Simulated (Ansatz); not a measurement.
Crystal: MnSb.

```
Sb Mn
1.0
     4.15000    0.00000    0.00000
    -2.07500    3.59401    0.00000
     0.00000    0.00000    5.78000
Sb Mn
2 2
Direct
  0.66667 0.33333 0.75000
  0.33333 0.66667 0.25000
  0.00000 0.00000 0.50000
  0.00000 0.00000 0.00000
```

- Program: Ansatz 0.2.0
- Task: relaxation of cell and atoms
- Functional: PBEsol
- Potentials or basis: Ansatz PAW
- Cutoff: 420 eV (not typed: the program's choice for these potentials)
- k mesh: 7 × 7 × 5
- Occupations: fermi-dirac, width 0.05 eV
- Spin: collinear spin, ferromagnetic start
- Starting moments: [0.0, 0.0, 4.0, 4.0] μB
- Hubbard terms: Mn d U = 4.5 eV

At the start: volume 21.55 Å³/atom.

Task: Where does the relaxation end?

Result: It ends after 6 steps and the volume is 23.29 Å³/atom (+8.1 %); space group P6_3/mmc (No. 194, to 0.05 Å); moment 8.20 μB per cell.

Step by step:
```tsv
step	energy change (eV)	largest force (eV/Å)	volume (Å³)
1	0.0000	0.0000	86.21
2	-0.1130	0.0000	95.34
3	-0.1246	0.0000	93.43
4	-0.1248	0.0000	93.16
5	-0.1267	0.0000	93.16
6	-0.1267	0.0000	93.16
```

Final structure:
```
Sb Mn
1.0
     4.20980    0.00000    0.00000
    -2.10490    3.64580    0.00000
     0.00000    0.00000    6.06983
Sb Mn
2 2
Direct
  0.66667 0.33333 0.75000
  0.33333 0.66667 0.25000
  0.00000 0.00000 0.50000
  0.00000 0.00000 0.00000
```

Caveat: the magnetic or orbital state may not be the lowest; the plane-wave basis is chosen anew once the cell has moved, so the energies of steps on either side of that aren't comparable; only a ferromagnetic start was run, and an antiferromagnetic order may lie lower in energy; the PAW data sets come from PBE, with cores solved anew for the run's functional, which leaves a small shift of forces and pressure; the U is typed as a test and isn't derived for this compound.
